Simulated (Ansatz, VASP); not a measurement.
# Two plane-wave programs on Al

INCAR

```
PREC = Accurate
ENCUT = 520
EDIFF = 1E-8
ISMEAR = -1
SIGMA = 0.05
LREAL = False
LASPH = True
NELM = 100
ALGO = Normal
ISIF = 2
LWAVE = False
LCHARG = False
GGA = PS
LEFG = True
NBANDS = 8
```

KPOINTS

```
regular mesh
0
Gamma
  14 14 14
```

The input POSCAR:

```
Al
1.0
    0.0000000000      2.0239800000      1.9632606000
    2.0239800000      0.0000000000      1.9632606000
    2.0239800000      2.0239800000      0.0000000000
Al
1
Direct
    0.0000000000      0.0000000000      0.0000000000
```

Input for Ansatz:

```yaml
crystal:
  lattice:
    - [0.0, 2.02398, 1.9632606]
    - [2.02398, 0.0, 1.9632606]
    - [2.02398, 2.02398, 0.0]
  atoms:
    - { symbol: Al, position: [0.0, 0.0, 0.0] }
kpoints:
  mp_grid: { grid: [14, 14, 14] }
scf:
  occupations: { method: fermi_dirac, width: 0.05 }
hamiltonian:
  xc: pbesol
  pseudopotentials: { kind: paw }
output:
  forces: true
  stress: true
  eigenvalues: true
  efg: { contact_densities: true }
  write_density: true
  write_potential: true
  elf: true
  volumetric_format: npy
```

Change from the starting cell: zz strain of -3 %, PAW files.

Alike in both runs: task electric field gradients; functional PBEsol; k mesh 14 × 14 × 14; occupations fermi-dirac, width 0.05 eV; no spin polarisation.

```csv
,VASP,Ansatz
version,VASP 6.6.1,Ansatz 0.2.0
potentials or method,"VASP PAW PBE potentials, release 64 (Al)","PAW with Ansatz's default frozen-core files, scalar-relativistic"
plane-wave cutoff (eV),520,420
valence electrons in the cell,3,3
```

|  | VASP | Ansatz | Ansatz less VASP |
| --- | --- | --- | --- |
| pressure (GPa) | 0.5 | 0.4 | -0.06 |
| largest component of the traceless stress (GPa) | 0.92 | 0.91 | -0.010 |
| Vzz of the field gradient on the site that differs most (V/Å²) | -1.2 | -1.1 | +0.15 |

Caveats: the PAW data sets were made with another functional, which shifts forces and pressure a little (VASP).
